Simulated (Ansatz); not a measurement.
**Si8O17: frames of a relaxation, O_i, charge +0, atoms relaxed at the host's cell**

All numbers are calculated (PBE, no spin polarisation, no spin-orbit coupling; Ansatz, PAW set soft_2, 420 eV, k-mesh 2×2×2 shifted by half a step), not measured.

Positions in Å and forces in eV/Å; free energies count from the last frame.

```
25
Lattice="5.026 -5.026 0.000 -5.026 -5.026 0.000 0.000 0.000 -7.372" Properties=species:S:1:pos:R:3:forces:R:3 pbc="T T T" step=1 dE=2.786eV
Si    0.000   -5.026    0.000   -0.282   -0.094    0.660
Si   -2.513   -2.513   -3.686   -0.402   -0.310    0.079
Si   -5.026   -5.026   -7.372    1.280   -0.198   -0.050
Si   -2.513   -7.539   -3.686    0.860   -0.296    0.186
Si    2.513   -5.026   -1.843   -0.090    0.017   -0.222
Si    0.000   -2.513   -5.529    0.858    0.124   -0.637
Si   -2.513   -5.026   -1.843   -0.079    0.234    0.320
Si    0.000   -7.539   -5.529   -0.295    0.540    2.184
O     2.978   -6.283   -2.764    0.124    0.065   -0.033
O     0.465   -3.770   -6.450    0.015    0.056   -0.069
O    -2.115   -6.307   -2.725    0.609   -0.067   -0.357
O     0.444   -8.768   -6.397    0.215   -2.252   -2.278
O     3.770   -4.561   -0.921    0.292    0.075    0.164
O     1.317   -2.071   -4.652   -1.559    0.052   -0.507
O    -1.225   -4.554   -0.956   -0.090   -0.257    0.012
O     1.257   -7.075   -4.607    0.371   -0.054    0.294
O     1.257   -5.491   -0.921   -0.076   -0.175    0.189
O    -1.256   -2.966   -4.638   -0.461    0.021    0.919
O    -3.746   -5.582   -0.942   -1.465    1.010    1.128
O    -1.257   -8.004   -4.607   -0.004   -0.086    0.297
O     2.048   -3.770   -2.764   -0.059   -0.176    0.060
O    -0.465   -1.257   -6.450   -0.006    0.173    0.034
O    -3.003   -3.725   -2.690    0.291    0.129   -0.420
O    -0.455   -6.247   -6.333   -0.022    1.463   -1.956
O    -2.526   -5.046   -5.529   -0.026    0.005    0.004
```

```
25
Lattice="5.026 -5.026 0.000 -5.026 -5.026 0.000 0.000 0.000 -7.372" Properties=species:S:1:pos:R:3:forces:R:3 pbc="T T T" step=6 dE=1.353eV
Si    0.024   -5.001   -0.009   -0.033   -0.134   -0.118
Si   -2.500   -2.518   -3.681   -0.008    0.013    0.021
Si   -5.001   -5.005   -7.367    0.252    0.279    0.096
Si   -2.440   -7.504   -3.662    0.679    0.126    0.134
Si    2.537   -5.019   -1.854    0.098    0.110    0.012
Si   -0.020   -2.481   -5.565   -0.507   -0.122   -0.323
Si   -2.499   -5.011   -1.830    0.072    0.125    0.011
Si    0.024   -7.505   -5.538    0.129   -0.074   -0.230
O     2.995   -6.277   -2.772   -0.013    0.027   -0.045
O     0.478   -3.718   -6.475    0.164    0.033    0.161
O    -2.001   -6.276   -2.722   -0.020   -0.044    0.212
O     0.455   -8.722   -6.510   -0.071   -0.145   -0.117
O     3.790   -4.559   -0.933   -0.003   -0.032   -0.037
O     1.260   -2.009   -4.575    0.525    1.600   -0.715
O    -1.229   -4.538   -0.930   -0.041    0.099    0.053
O     1.290   -7.063   -4.616    0.004   -0.019    0.015
O     1.281   -5.464   -0.930   -0.021    0.113   -0.053
O    -1.215   -2.968   -4.589    0.118    0.029    0.054
O    -3.762   -5.479   -0.934   -0.153   -0.106    0.029
O    -1.223   -7.976   -4.607   -0.074   -0.109   -0.002
O     2.082   -3.747   -2.784   -0.123    0.014   -0.137
O    -0.492   -1.219   -6.439   -0.152   -0.011   -0.055
O    -2.970   -3.750   -2.739    0.089    0.060   -0.009
O    -0.410   -6.266   -6.478    0.042    0.295    0.109
O    -3.020   -5.611   -5.296   -0.952   -2.123    0.933
```

```
25
Lattice="5.026 -5.026 0.000 -5.026 -5.026 0.000 0.000 0.000 -7.372" Properties=species:S:1:pos:R:3:forces:R:3 pbc="T T T" step=18 dE=0.000eV
Si    0.070   -4.913    0.020    0.006    0.000   -0.010
Si   -2.570   -2.472   -3.684    0.001   -0.017   -0.002
Si   -4.960   -4.980   -7.465    0.007    0.008   -0.018
Si   -2.226   -7.460   -3.693    0.017   -0.020    0.030
Si    2.588   -4.919   -1.914   -0.017    0.005    0.011
Si   -0.220   -2.426   -5.583   -0.009   -0.027    0.011
Si   -2.411   -4.986   -1.824   -0.011    0.021    0.003
Si    0.114   -7.503   -5.603    0.010    0.018    0.002
O     2.971   -6.261   -2.760    0.003   -0.003    0.000
O     0.470   -3.689   -6.342   -0.004    0.014    0.003
O    -1.828   -6.260   -2.665   -0.001   -0.006    0.001
O     0.565   -8.766   -6.524   -0.010   -0.005   -0.001
O     3.903   -4.448   -1.074    0.009   -0.001    0.009
O     0.577   -1.755   -4.274   -0.008    0.000   -0.027
O    -1.197   -4.434   -0.886   -0.004    0.000    0.001
O     1.244   -6.927   -4.593   -0.003   -0.003    0.000
O     1.354   -5.263   -0.913    0.003   -0.008   -0.002
O    -1.508   -2.998   -4.795   -0.003    0.009    0.002
O    -3.672   -5.501   -0.937   -0.006    0.002    0.003
O    -1.021   -8.060   -4.584    0.005   -0.005   -0.009
O     2.138   -3.686   -2.894    0.013    0.009   -0.009
O    -0.533   -1.218   -6.625   -0.002    0.005   -0.007
O    -2.943   -3.758   -2.760    0.000   -0.001    0.002
O    -0.364   -6.258   -6.535   -0.002   -0.006    0.006
O    -3.103   -6.748   -4.927    0.005    0.012    0.001
```
